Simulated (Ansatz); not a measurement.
**Moving the functional in PbF2**

The cell as given:

Space group Fm-3m (No. 225). a = 5.927 Å, b = 5.927 Å, c = 5.927 Å, α = 90.00°, β = 90.00°, γ = 90.00°
```csv
atom,site,symmetry,x,y,z
Pb,4a,m-3m,0.0000,0.0000,0.0000
F,8c,-43m,0.2500,0.2500,0.7500
```

Kept alike: task relaxation of cell and atoms; k mesh 8 × 8 × 8; occupations fermi-dirac, width 0.05 eV; no spin polarisation. Program: Ansatz, Ansatz PAW. Cutoffs run from 420 to 500 eV. The mesh is that of the run's cell of 3 atoms. No spin-orbit coupling.

```csv
functional,band gap (eV),volume (Å³/atom)
BLYP,4.485,18.562
LDA,4.247,16.360
PBE,4.422,17.999
PBEsol,4.305,17.103
RPBE,4.528,18.896
r2SCAN,4.931,17.300
revPBE,4.510,18.663
```

Spin-orbit coupling, left out here, moves the band edges of heavy atoms and can close or invert small gaps. Gaps hold for each row's own relaxed cell. The relaxations keep at least the cell's symmetry (Fm-3m). Relaxations stop with a little pressure left, so the last digits of a volume or edge aren't settled. Ansatz's relaxations hold a Pulay term in the stress (up to 0.7 GPa here). A gap read on the mesh alone can miss an edge between its points. All rows use potentials made for PBE.

What does the functional change here?

The band gap runs from 4.247 (LDA) to 4.931 eV (r2SCAN). From PBE: BLYP +0.063; LDA -0.175; PBEsol -0.117; RPBE +0.106; r2SCAN +0.509; revPBE +0.088. The volume runs from 16.360 (LDA) to 18.896 Å³/atom (RPBE). From PBE: BLYP +0.563; LDA -1.639; PBEsol -0.896; RPBE +0.897; r2SCAN -0.699; revPBE +0.664.
